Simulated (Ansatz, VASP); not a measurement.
**One calculation of TiAl3, two programs**

File INCAR:

```
ALGO     = Normal         # electronic algorithm
EDIFF    = 1E-7           # SCF threshold, eV
ENCUT    = 520            # plane-wave cutoff, eV
GGA      = PS             # functional
ISIF     = 2              # what is computed and relaxed
ISMEAR   = -1             # smearing method
LASPH    = T              # aspherical terms in the spheres
LCHARG   = F              # write CHGCAR
LREAL    = F              # projectors in reciprocal space
LWAVE    = F              # write WAVECAR
NBANDS   = 18             # bands
NELM     = 80             # most SCF steps
PREC     = Accurate       # precision mode
SIGMA    = 0.05           # smearing width, eV
```

The input KPOINTS:

```
k-points
0
Gamma
  7 7 7
```

The input POSCAR:

```
TiAl3
1.0
    3.8749206071      0.0000000000      0.0000000000
    0.0000000000      3.8749206071      0.0000000000
    0.0000000000      0.0000000000      3.8749206071
Ti Al
1 3
Direct
    0.0000000000      0.0000000000      0.0000000000
    0.0000000000      0.5000000000      0.5000000000
    0.5000000000      0.0000000000      0.5000000000
    0.5000000000      0.5000000000      0.0000000000
```

Contents of input.yaml:

```yaml
crystal:
  lattice:
    - [3.8749206071, 0.0, 0.0]
    - [0.0, 3.8749206071, 0.0]
    - [0.0, 0.0, 3.8749206071]
  atoms:
    - { symbol: Ti, position: [0.0, 0.0, 0.0] }
    - { symbol: Al, position: [0.0, 0.5, 0.5] }
    - { symbol: Al, position: [0.5, 0.0, 0.5] }
    - { symbol: Al, position: [0.5, 0.5, 0.0] }
hamiltonian:
  xc: pbesol
  pseudopotentials: { kind: paw }
kpoints:
  mp_grid: { grid: [7, 7, 7] }
scf:
  occupations: { method: fermi_dirac, width: 0.05 }
output:
  forces: true
  stress: true
  eigenvalues: true
```

Change from the starting cell: volume scaled by 0.94.

Alike in both runs: task single point; functional PBEsol; k mesh 7 × 7 × 7; occupations fermi-dirac, width 0.05 eV; no spin polarisation.

```csv
,VASP,Ansatz
version,VASP 6.6.1,Ansatz 0.2.0
potentials or method,"VASP PAW PBE potentials, release 64 (Ti_sv, Al)",Ansatz PAW
plane-wave cutoff (eV),520,420
valence electrons in the cell,21,21
```

```csv
,VASP,Ansatz,Ansatz less VASP
gap on the k mesh at the Fermi level (eV),none,none,-
pressure (GPa),7.2,7.1,-0.14
```

A gap of «none» marks a metal or a gap that the smearing closes. The functional is the same, so the differences come from potentials, cutoffs and numerics.

Caveats: the PAW data sets were made with another functional, which shifts forces and pressure a little (VASP); the PAW data sets come from PBE, with cores solved anew for the run's functional, which leaves a small shift of forces and pressure (Ansatz).
